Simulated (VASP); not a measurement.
# Au (Fd-3m) in VASP: further runs, part 2 of 2

VASP 6.6.1. Earlier steps stand in the parts before.

**4. Relaxation of cell and atoms, RPBE**

This run uses another cell than the first one, of 22.89 Å³/atom, 0.745 times its volume.

INCAR

```
PREC = Accurate
ENCUT = 600
EDIFF = 1E-6
ISMEAR = -1
SIGMA = 0.1
LREAL = F
LASPH = T
NELM = 100
ALGO = Fast
ISIF = 3
LWAVE = F
LCHARG = F
GGA = RP
IBRION = 2
NSW = 80
EDIFFG = -0.01
```

KPOINTS

```
Automatic mesh
0
Gamma
  10 10 10
```

POSCAR

```
Au
1.0
    0.0000000000      2.8394269867      2.8394269867
    2.8394269867      0.0000000000      2.8394269867
    2.8394269867      2.8394269867      0.0000000000
Au
2
Direct
    0.1250000000      0.1250000000      0.1250000000
    0.8750000000      0.8750000000      0.8750000000
```

Potentials or basis: VASP PAW PBE potentials, release 64 (Au).

On the command line:

```sh
$ cat potpaw_PBE.64/Au/POTCAR > POTCAR
$ mpirun -np 1 vasp_std > vasp.out
```

OUTCAR:

```text
PREC = Accurate
   ENCUT = 600
   EDIFF = 1E-6
   ISMEAR = -1
   LREAL = F
   LASPH = T
   NELM = 100
   ISIF = 3
   GGA = RP
   IBRION = 2
   NSW = 80
   EDIFFG = -0.01

 ion  position               nearest neighbor table
   1  0.125  0.125  0.125-   2 2.46   2 2.46   2 2.46   2 2.46
   2  0.875  0.875  0.875-   1 2.46   1 2.46   1 2.46   1 2.46

  LATTYP: Found a face centered cubic cell.
 ALAT       =     5.6788539734

  Lattice vectors:

 A1 = (   0.0000000000,   2.8394269867,   2.8394269867)
 A2 = (   2.8394269867,   0.0000000000,   2.8394269867)
 A3 = (   2.8394269867,   2.8394269867,   0.0000000000)

Analysis of symmetry for initial positions (statically):
=====================================================================
 Subroutine PRICEL returns:
 Original cell was already a primitive cell.

 Routine SETGRP: Setting up the symmetry group for a
 face centered cubic supercell.

 Subroutine GETGRP returns: Found 48 space group operations
 (whereof 12 operations were pure point group operations)
 out of a pool of 48 trial point group operations.

The static configuration has the point symmetry D_3d.
 The point group associated with its full space group is O_h .

Analysis of symmetry for dynamics (positions and initial velocities):
=====================================================================
 Subroutine PRICEL returns:
 Original cell was already a primitive cell.

 Routine SETGRP: Setting up the symmetry group for a
 face centered cubic supercell.

 Subroutine GETGRP returns: Found 48 space group operations
 (whereof 12 operations were pure point group operations)
 out of a pool of 48 trial point group operations.

The dynamic configuration has the point symmetry D_3d.
 The point group associated with its full space group is O_h .

 Subroutine INISYM returns: Found 48 space group operations
 (whereof 12 operations are pure point group operations),
 and found     1 'primitive' translations

----------------------------------------------------------------------------------------

                                     Primitive cell

  volume of cell :      45.7849

[... 119 lines left out ...]
 conjugate gradient relaxation of ions
 non-spin polarized calculation
 RMM-DIIS sequential band-by-band and
  energy-cutoff  :      600.00
  volume of cell :       45.78
 maximum number of plane-waves:      1544
   NGX = 17   NGY = 17   NGZ = 17

--------------------------------------- Ionic step        1  -------------------------------------------

 number of electron      22.0000000 magnetization

 Free energy of the ion-electron system (eV)
  ---------------------------------------------------
  ext. energy  EPLUGINS =         0.00000000
  ---------------------------------------------------
  free energy    TOTEN  =        -3.10534123 eV

  energy without entropy =       -3.07928084  energy(sigma->0) =       -3.09231104

 E-fermi :   5.5924     XC(G=0): -10.4600

 val. band max:        5.5513072888   @ k =   0.5000   0.1000   0.0000
 cond. band min:       5.7194148893   @ k =  -0.4000   0.2000   0.0000
 fundamental gap:      0.1681076005
 Fermi energy:         5.5924252010

 k-point     1 :       0.0000    0.0000    0.0000
  band No.  band energies     occupation
      1      -1.9944      2.00000
      2       0.1409      2.00000
      3       0.1409      2.00000
      4       0.2585      2.00000
      5       0.2585      2.00000
      6       0.2585      2.00000
      7       2.7149      2.00000
      8       2.7149      2.00000
      9       2.7149      2.00000
     10       4.2819      2.00000
     11       4.2819      2.00000
     12      15.9035      0.00000
     13      16.1629      0.00000
     14      16.8802      0.00000
[... 516 lines left out ...]
  FREE ENERGIE OF THE ION-ELECTRON SYSTEM (eV)
  ---------------------------------------------------
  free  energy   TOTEN  =        -4.1258289526 eV

  energy  without entropy=       -4.1023572064  energy(sigma->0) =       -4.11409308

[... ionic steps 4 to 14 ...]

--------------------------------------- Ionic step       15  -------------------------------------------

 number of electron      22.0000001 magnetization

------------------------ aborting loop because EDIFF is reached ----------------------------------------
[... 67 lines left out ...]
--------------------------------------- Ionic step       17  -------------------------------------------

 number of electron      22.0000001 magnetization

 Free energy of the ion-electron system (eV)
  ---------------------------------------------------
  ext. energy  EPLUGINS =         0.00000000
  ---------------------------------------------------
  free energy    TOTEN  =        -4.12584871 eV

  energy without entropy =       -4.10241475  energy(sigma->0) =       -4.11413173

 E-fermi :   2.5509     XC(G=0):  -8.8108

 val. band max:        2.5380965761   @ k =   0.5000   0.1000   0.0000
 cond. band min:       2.6289128747   @ k =  -0.4000   0.4000   0.0000
 fundamental gap:      0.0908162986
 Fermi energy:         2.5508674757

 k-point     1 :       0.0000    0.0000    0.0000
  band No.  band energies     occupation
      1      -3.0316      2.00000
      2      -1.3047      2.00000
      3      -1.3047      2.00000
      4      -1.3047      2.00000
      5      -1.2961      2.00000
      6      -1.2961      2.00000
      7       0.3519      2.00000
      8       0.3519      2.00000
      9       0.3519      2.00000
     10       1.2096      2.00000
     11       1.2096      2.00000
     12      10.6025      0.00000
     13      11.6694      0.00000
     14      11.6694      0.00000
[... 444 lines left out ...]
  FREE ENERGIE OF THE ION-ELECTRON SYSTEM (eV)
  ---------------------------------------------------
  free  energy   TOTEN  =        -4.1258487140 eV

  energy  without entropy=       -4.1024147463  energy(sigma->0) =       -4.11413173

 reached required accuracy - stopping structural energy minimisation
```

CONTCAR:

```text
Au
   1.00000000000000
     0.0000000000000000    3.1302265193412859    3.1302265193412859
     3.1302265193412859    0.0000000000000000    3.1302265193412859
     3.1302265193412859    3.1302265193412859    0.0000000000000000
  Au
     2
Direct
     0.1250000000000000    0.1250000000000000    0.1250000000000000
     0.8750000000000000    0.8750000000000000    0.8750000000000000

  0.00000000E+00  0.00000000E+00  0.00000000E+00
  0.00000000E+00  0.00000000E+00  0.00000000E+00
```

It took 81 s on 1 thread of Intel Xeon 6975P-C (Granite Rapids), shared host; peak memory 0.2 GiB.

Results:

```yaml
Free_energy: -4.1258 eV
Relaxed_volume: 30.67 Å³/atom
Relaxed_cell: a = 4.427 Å, b = 4.427 Å, c = 4.427 Å, α = 60.00°, β = 60.00°, γ = 60.00°
Space_group_after_relaxing_to_0.05_Å: Fd-3m (No. 227)
Energy_gained_by_relaxing: 510.3 meV/atom
Ionic_steps: 17
Pressure_after_relaxing: 0.0 GPa
Band_gap_on_the_k_mesh: none (metal or under the smearing width)
```

Step by step:
```tsv
step	energy change (eV)	largest force (eV/Å)	pressure (GPa)	volume (Å³)
1	0.0000	0.0000	29.18	45.78
2	-0.6505	0.0000	-5.01	79.34
3	-1.0205	0.0000	-0.07	61.51
4	-1.0204	0.0000	0.20	61.17
5	-1.0204	0.0000	0.17	61.17
6	-1.0204	0.0000	0.15	61.18
7	-1.0204	0.0000	0.16	61.18
8	-1.0204	0.0000	0.15	61.18
9	-1.0204	0.0000	0.16	61.18
10	-1.0204	0.0000	0.15	61.18
11	-1.0204	0.0000	0.16	61.18
12	-1.0204	0.0000	0.16	61.18
13	-1.0204	0.0000	0.14	61.19
14	-1.0204	0.0000	0.13	61.20
15	-1.0204	0.0000	0.11	61.22
16	-1.0205	0.0000	0.14	61.26
17	-1.0205	0.0000	0.04	61.34
```

Final structure:
```
Au
1.0
     0.00000    3.13023    3.13023
     3.13023    0.00000    3.13023
     3.13023    3.13023    0.00000
Au
2
Cartesian
  0.7826 0.7826 0.7826
  5.4779 5.4779 5.4779
```

Levels at points of the mesh, in eV from the Fermi level:
| k point | band 7 | band 8 | band 9 | band 10 | band 11 | band 12 | band 13 | band 14 | band 15 |
| --- | --- | --- | --- | --- | --- | --- | --- | --- | --- |
| (0.00, 0.00, 0.00) | -2.20 | -2.20 | -2.20 | -1.34 | -1.34 | 8.05 | 9.12 | 9.12 | 9.12 |
| (0.50, 0.00, 0.00) | -2.01 | -2.01 | -1.44 | -1.44 | -0.55 | -0.47 | 6.54 | 6.54 | 8.25 |
| (0.50, 0.50, 0.00) | -2.64 | -2.64 | -1.29 | -1.29 | 0.19 | 0.19 | 3.79 | 3.79 | 7.87 |

Caveat: the volume moved by over 15 % at a fixed basis, so the end points are rough; the PAW data sets were made with another functional, which shifts forces and pressure a little. The run has no spin-orbit coupling, so splittings on Au are missing.

**5. Single point, RPBE**

This run uses another cell than the first one, of 31.97 Å³/atom, 1.040 times its volume.

INCAR

```
ALGO = Normal ; EDIFF = 1E-7
ENCUT = 520 ; GGA = RP
ISIF = 2 ; ISMEAR = -1
LASPH = T ; LCHARG = F
LREAL = F ; LWAVE = F
NBANDS = 18 ; NELM = 80
PREC = Accurate ; SIGMA = 0.1
```

KPOINTS

```
k-points
0
Gamma
  10 10 10
```

POSCAR

```
Au
1.0
    0.0000000000      3.1738130725      3.1738130725
    3.1738130725      0.0000000000      3.1738130725
    3.1738130725      3.1738130725      0.0000000000
Au
2
Direct
    0.1250000000      0.1250000000      0.1250000000
    0.8750000000      0.8750000000      0.8750000000
```

On the command line:

```sh
$ cat potpaw_PBE.64/Au/POTCAR > POTCAR
$ mpirun -np 1 vasp_std > vasp.out
```

Wall time 23 s (1 thread of Intel Xeon 6975P-C (Granite Rapids), shared host); peak memory 0.21 GiB.

It converged, with:

```yaml
Free_energy: -4.1213 eV
Pressure: -1.5 GPa
Band_gap_on_the_k_mesh: none (metal or under the smearing width)
```

Levels at points of the mesh, in eV from the Fermi level:
```tsv
k point	band 9	band 10	band 11	band 12	band 13	band 14
(0.00, 0.00, 0.00)	-2.14	-1.35	-1.35	7.69	8.85	8.85
(0.50, 0.00, 0.00)	-1.44	-1.44	-0.51	-0.44	6.40	6.40
(0.50, 0.50, 0.00)	-1.30	-1.30	0.15	0.15	3.80	3.80
```

Caveat: the PAW data sets were made with another functional, which shifts forces and pressure a little.

**6. Overview**

```csv
task,cell,k mesh,cutoff (eV),gap on the mesh (eV),pressure (GPa)
single point,"Fd-3m, 30.74 Å³/atom",14 × 14 × 14,520,none,0.0
single point,"Fd-3m, 30.74 Å³/atom",10 × 10 × 10,520,none,-0.1
relaxation of cell and atoms,relaxed,10 × 10 × 10,600,none,0.0
single point,"Fd-3m, 31.97 Å³/atom",10 × 10 × 10,520,none,-1.5
```

Alike in all rows: level RPBE; potentials or basis VASP PAW PBE potentials, release 64 (Au); no spin polarisation; smearing fermi-dirac 0.1 eV.

Every run on the cell as given and a fine mesh finds a metal.

Caveats: the PAW data sets were made with another functional, which shifts forces and pressure a little; the volume moved by over 15 % at a fixed basis, so the end points are rough (some runs).

Absolute energies hang on the potentials; compare differences alone.
